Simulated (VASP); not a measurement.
# CdTe (F-43m) in VASP: notebook

Runs on CdTe. Level: PBE. Tasks: relaxation of cell and atoms.

Program: VASP 6.6.1. These are calculated values, not measurements. Logs are shortened: lines on timing, memory, paths and dates and some standing lists are left out, and cuts for length are marked.

## (1) Starting point

It takes space group F-43m (No. 216, cubic). Conventional cell: a = 6.410 Å, b = 6.410 Å, c = 6.410 Å, α = 90.00°, β = 90.00°, γ = 90.00°. Around Cd (site symmetry -43m) lie 4 Te at 2.78 Å. Around Te (site symmetry -43m) lie 4 Cd at 2.78 Å.

## (2) Relaxation of cell and atoms, PBE, non-collinear spin, zero start, spin-orbit coupling

Contents of INCAR:

```
SYSTEM = CdTe
PREC = Accurate
ENCUT = 520
EDIFF = 1E-7
ISMEAR = 0
SIGMA = 0.02
LREAL = .False.
LASPH = .True.
NELM = 100
ALGO = Normal
ISIF = 3
LWAVE = .False.
LCHARG = .False.
MAGMOM = 0 0 0 0 0 0
LORBIT = 11
LSORBIT = .True.
GGA_COMPAT = .False.
GGA = PE
IBRION = 2
NSW = 80
EDIFFG = -0.002
KPAR = 4
```

Contents of KPOINTS:

```
Automatic mesh
0
Gamma
  8 8 8
  0 0 0
```

Contents of POSCAR:

```
CdTe
1.0
    0.0000000000      3.2050000000      3.2050000000
    3.2050000000      0.0000000000      3.2050000000
    3.2050000000      3.2050000000      0.0000000000
Cd Te
1 1
Direct
    0.0000000000      0.0000000000      0.0000000000
    0.2500000000      0.2500000000      0.2500000000
```

Potentials or basis: VASP PAW PBE potentials, release 64 (Cd, Te).

The run is started by

```console
$ cat potpaw_PBE.64/Cd/POTCAR potpaw_PBE.64/Te/POTCAR > POTCAR
$ mpirun -np 4 vasp_ncl > vasp.out
```

OUTCAR:

```text
SYSTEM = CdTe
   PREC = Accurate
   ENCUT = 520
   EDIFF = 1E-7
   ISMEAR = 0
   LREAL = .False.
   LASPH = .True.
   NELM = 100
   ISIF = 3
   LORBIT = 11
   LSORBIT = .True.
   GGA = PE
   IBRION = 2
   NSW = 80
   EDIFFG = -0.002

 ion  position               nearest neighbor table
   1  0.000  0.000  0.000-   2 2.78   2 2.78   2 2.78   2 2.78
   2  0.250  0.250  0.250-   1 2.78   1 2.78   1 2.78   1 2.78

  LATTYP: Found a face centered cubic cell.
 ALAT       =     6.4100000000

  Lattice vectors:

 A1 = (   0.0000000000,   3.2050000000,   3.2050000000)
 A2 = (   3.2050000000,   0.0000000000,   3.2050000000)
 A3 = (   3.2050000000,   3.2050000000,   0.0000000000)

Analysis of symmetry for initial positions (statically):
=====================================================================
 Subroutine PRICEL returns:
 Original cell was already a primitive cell.

 Routine SETGRP: Setting up the symmetry group for a
 face centered cubic supercell.

 Subroutine GETGRP returns: Found 24 space group operations
 (whereof 24 operations were pure point group operations)
 out of a pool of 48 trial point group operations.

The static configuration has the point symmetry T_d .

Analysis of symmetry for dynamics (positions and initial velocities):
=====================================================================
 Subroutine PRICEL returns:
 Original cell was already a primitive cell.

 Routine SETGRP: Setting up the symmetry group for a
 face centered cubic supercell.

 Subroutine GETGRP returns: Found 24 space group operations
 (whereof 24 operations were pure point group operations)
 out of a pool of 48 trial point group operations.

The dynamic configuration has the point symmetry T_d .

Analysis of structural, dynamic, and magnetic symmetry:
=====================================================================
 Subroutine PRICEL returns:
 Original cell was already a primitive cell.

 Routine SETGRP: Setting up the symmetry group for a
 face centered cubic supercell.

 Subroutine GETGRP returns: Found 24 space group operations
 (whereof 24 operations were pure point group operations)
 out of a pool of 48 trial point group operations.

The overall configuration has the point symmetry T_d .

 Subroutine INISYM returns: Found 24 space group operations
 (whereof 24 operations are pure point group operations),
 and found     1 'primitive' translations

----------------------------------------------------------------------------------------

                                     Primitive cell

  volume of cell :      65.8437

  direct lattice vectors                    reciprocal lattice vectors
     0.000000000  3.205000000  3.205000000    -0.156006240  0.156006240  0.156006240
     3.205000000  0.000000000  3.205000000     0.156006240 -0.156006240  0.156006240
     3.205000000  3.205000000  0.000000000     0.156006240  0.156006240 -0.156006240

  length of vectors
     4.532554467  4.532554467  4.532554467     0.270210734  0.270210734  0.270210734

  position of ions in fractional coordinates (direct lattice)
     0.000000000  0.000000000  0.000000000
     0.250000000  0.250000000  0.250000000

  ion indices of the primitive-cell ions
   primitive index   ion index
                 1           1
                 2           2

[... 92 lines left out ...]
  volume/ion in A,a.u.               =      32.92       222.17
  Fermi-wavevector in a.u.,A,eV,Ry     =   1.062497  2.007828 15.359610  1.128899
  Thomas-Fermi vector in A             =   2.197950
   LORBIT       =     11    0 simple, 1 ext, 2 COOP (PROOUT), +10 PAW based schemes
   GGA     = PE    functional components
   LHFCALC =     F    Hartree Fock is set to
   AEXX    =    0.0000 exact exchange contribution
   IVDW    =     0    specifies the selected vdW correction
   LEPSILON=     F    determine dielectric tensor
   LRPA    =     F    only Hartree local field effects (RPA)
 conjugate gradient relaxation of ions
 Gauss-broadening in eV      SIGMA  =   0.02
  energy-cutoff  :      520.00
  volume of cell :       65.84
 maximum number of plane-waves:      3614
 NGX is ok and might be reduce to    36
   NGX = 17   NGY = 17   NGZ = 17

--------------------------------------- Ionic step        1  -------------------------------------------

 number of electron      17.9999995 magnetization       0.0000000      0.0000000      0.0000000

 number of electron      17.9999995 magnetization       0.0000000     -0.0000000      0.0000000

 number of electron      17.9999995 magnetization       0.0000000     -0.0000000     -0.0000000

 Free energy of the ion-electron system (eV)
  ---------------------------------------------------
  ext. energy  EPLUGINS =         0.00000000
  ---------------------------------------------------
  free energy    TOTEN  =        -4.85246913 eV

  energy without entropy =       -4.85246913  energy(sigma->0) =       -4.85246913

------------------------ aborting loop because EDIFF is reached ----------------------------------------

  FORCE on cell =-STRESS in cart. coord.  units (eV):
  Direction    XX          YY          ZZ          XY          YZ          ZX
  --------------------------------------------------------------------------------------
  -------------------------------------------------------------------------------------
  Total        1.8185900      1.8185900      1.8185900     -0.0000000     -0.0000000     -0.0000000
  in kB       44.2518350     44.2518350     44.2518350     -0.0000000     -0.0000000     -0.0000000
  external PRESSURE =      44.2518350 kB  Pullay stress =       0.0000000 kB
[... 151 lines left out ...]
 number of electron      18.0000005 magnetization       0.0000000     -0.0000000     -0.0000000

 number of electron      18.0000005 magnetization       0.0000000      0.0000000      0.0000000

 Free energy of the ion-electron system (eV)
  ---------------------------------------------------
  ext. energy  EPLUGINS =         0.00000000
  ---------------------------------------------------
  free energy    TOTEN  =        -4.93943995 eV

  energy without entropy =       -4.93943995  energy(sigma->0) =       -4.93943995

 E-fermi :   2.1340     XC(G=0):  -8.2914

 val. band max:        2.0316156836   @ k =   0.0000   0.0000   0.0000
 cond. band min:       2.3374563971   @ k =   0.0000   0.0000   0.0000
 fundamental gap:      0.3058407134
 Fermi energy:         2.1340001543

 k-point     1 :       0.0000    0.0000    0.0000
  band No.  band energies     occupation
      1      -9.0424      1.00000
      2      -9.0424      1.00000
      3      -6.6420      1.00000
      4      -6.6420      1.00000
      5      -6.6420      1.00000
      6      -6.6420      1.00000
[... 685 lines left out ...]
     25       8.4036      0.00000
     26       8.4230      0.00000

 [... further k-points ...]

------------------------ aborting loop because EDIFF is reached ----------------------------------------

  FORCE on cell =-STRESS in cart. coord.  units (eV):
  Direction    XX          YY          ZZ          XY          YZ          ZX
  --------------------------------------------------------------------------------------
  -------------------------------------------------------------------------------------
  Total        0.0023032      0.0023032      0.0023032      0.0000000      0.0000000      0.0000000
  in kB        0.0507160      0.0507160      0.0507160      0.0000000      0.0000000      0.0000000
  external PRESSURE =       0.0507160 kB  Pullay stress =       0.0000000 kB
[... 17 lines left out ...]
  FREE ENERGIE OF THE ION-ELECTRON SYSTEM (eV)
  ---------------------------------------------------
  free  energy   TOTEN  =        -4.9394399504 eV

  energy  without entropy=       -4.9394399504  energy(sigma->0) =       -4.93943995

 reached required accuracy - stopping structural energy minimisation

 Spin-Orbit-Coupling matrix elements

 Ion:    1  E_soc:     -0.0592117
 l=   1
     0.0000000    -0.0029394    -0.0029394
    -0.0029394     0.0000000    -0.0029394
    -0.0029394    -0.0029394     0.0000000
 l=   2
     0.0000000    -0.0013847     0.0000000    -0.0013847    -0.0055445
    -0.0013847     0.0000000    -0.0041584    -0.0013847    -0.0013861
     0.0000000    -0.0041584     0.0000000    -0.0041584     0.0000000
    -0.0013847    -0.0013847    -0.0041584     0.0000000    -0.0013861
    -0.0055445    -0.0013861     0.0000000    -0.0013861     0.0000000
 l=   3
     0.0000000     0.0000000     0.0000000     0.0000000     0.0000000     0.0000000     0.0000000
     0.0000000     0.0000000     0.0000000     0.0000000     0.0000000     0.0000000     0.0000000
     0.0000000     0.0000000     0.0000000     0.0000000     0.0000000     0.0000000     0.0000000
     0.0000000     0.0000000     0.0000000     0.0000000     0.0000000     0.0000000     0.0000000
     0.0000000     0.0000000     0.0000000     0.0000000     0.0000000     0.0000000     0.0000000
     0.0000000     0.0000000     0.0000000     0.0000000     0.0000000     0.0000000     0.0000000
     0.0000000     0.0000000     0.0000000     0.0000000     0.0000000     0.0000000     0.0000000

 Ion:    2  E_soc:     -0.1987252
 l=   1
     0.0000000    -0.0330568    -0.0330568
    -0.0330568     0.0000000    -0.0330568
    -0.0330568    -0.0330568     0.0000000
 l=   2
     0.0000000    -0.0000271     0.0000000    -0.0000271    -0.0000370
    -0.0000271     0.0000000    -0.0000277    -0.0000271    -0.0000092
     0.0000000    -0.0000277     0.0000000    -0.0000277     0.0000000
    -0.0000271    -0.0000271    -0.0000277     0.0000000    -0.0000092
    -0.0000370    -0.0000092     0.0000000    -0.0000092     0.0000000
 l=   3
     0.0000000     0.0000000     0.0000000     0.0000000     0.0000000     0.0000000     0.0000000
     0.0000000     0.0000000     0.0000000     0.0000000     0.0000000     0.0000000     0.0000000
     0.0000000     0.0000000     0.0000000     0.0000000     0.0000000     0.0000000     0.0000000
     0.0000000     0.0000000     0.0000000     0.0000000     0.0000000     0.0000000     0.0000000
     0.0000000     0.0000000     0.0000000     0.0000000     0.0000000     0.0000000     0.0000000
     0.0000000     0.0000000     0.0000000     0.0000000     0.0000000     0.0000000     0.0000000
     0.0000000     0.0000000     0.0000000     0.0000000     0.0000000     0.0000000     0.0000000

 total charge

# of ion       s       p       d       tot
------------------------------------------
    1        0.463   0.282   9.533  10.278
    2        1.354   2.029   0.018   3.401
--------------------------------------------------
tot          1.817   2.311   9.550  13.679

 magnetization (x)

# of ion       s       p       d       tot
------------------------------------------
    1       -0.000   0.000  -0.000  -0.000
    2        0.000   0.000   0.000   0.000
--------------------------------------------------
tot         -0.000   0.000  -0.000  -0.000

 magnetization (y)

# of ion       s       p       d       tot
------------------------------------------
    1       -0.000   0.000   0.000  -0.000
    2        0.000   0.000   0.000   0.000
--------------------------------------------------
tot         -0.000   0.000   0.000  -0.000

 magnetization (z)

# of ion       s       p       d       tot
------------------------------------------
    1       -0.000   0.000  -0.000  -0.000
    2       -0.000   0.000   0.000  -0.000
--------------------------------------------------
tot         -0.000   0.000  -0.000  -0.000
```

Wall time 6.4 min (4 MPI ranks of Intel Xeon Platinum 8559C (Emerald Rapids), shared host); peak memory 0.49 GiB.

What came out:

```yaml
Free_energy: -4.9394 eV
Relaxed_volume: 36.38 Å³/atom
Relaxed_cell: a = 4.686 Å, b = 4.686 Å, c = 4.686 Å, α = 60.00°, β = 60.00°, γ = 60.00°
Space_group_after_relaxing_to_0.05_Å: F-43m (No. 216)
Energy_gained_by_relaxing: 43.5 meV/atom
Ionic_steps: 5
Pressure_after_relaxing: 0.0 GPa
Net_moment: 0.00 μB per cell
Valence_electrons_inside_the_program's_atomic_spheres: Cd 10.28; Te 3.40
```

The path:
```tsv
step	energy change (eV)	largest force (eV/Å)	pressure (GPa)	volume (Å³)
1	0.0000	0.0000	4.43	65.84
2	-0.0805	0.0000	-0.95	74.89
3	-0.0870	0.0000	0.02	72.73
4	-0.0870	0.0000	-0.05	72.87
5	-0.0870	0.0000	0.01	72.76
```

Final structure:
```yaml
crystal:
  lattice:
    - [0.00000, 3.31351, 3.31351]
    - [3.31351, 0.00000, 3.31351]
    - [3.31351, 3.31351, 0.00000]
  atoms:
    - { symbol: Cd, position: [0.00000, 0.00000, 0.00000] }
    - { symbol: Te, position: [0.25000, 0.25000, 0.25000] }
```

Moments on the atoms (μB; x, y, z):
```
Cd  0.00 0.00 0.00
Te  0.00 0.00 0.00
```

Caveat: the volume moved by +11 % from the deposited cell, more than functionals usually miss.

(Continued in part 2 of 2.)
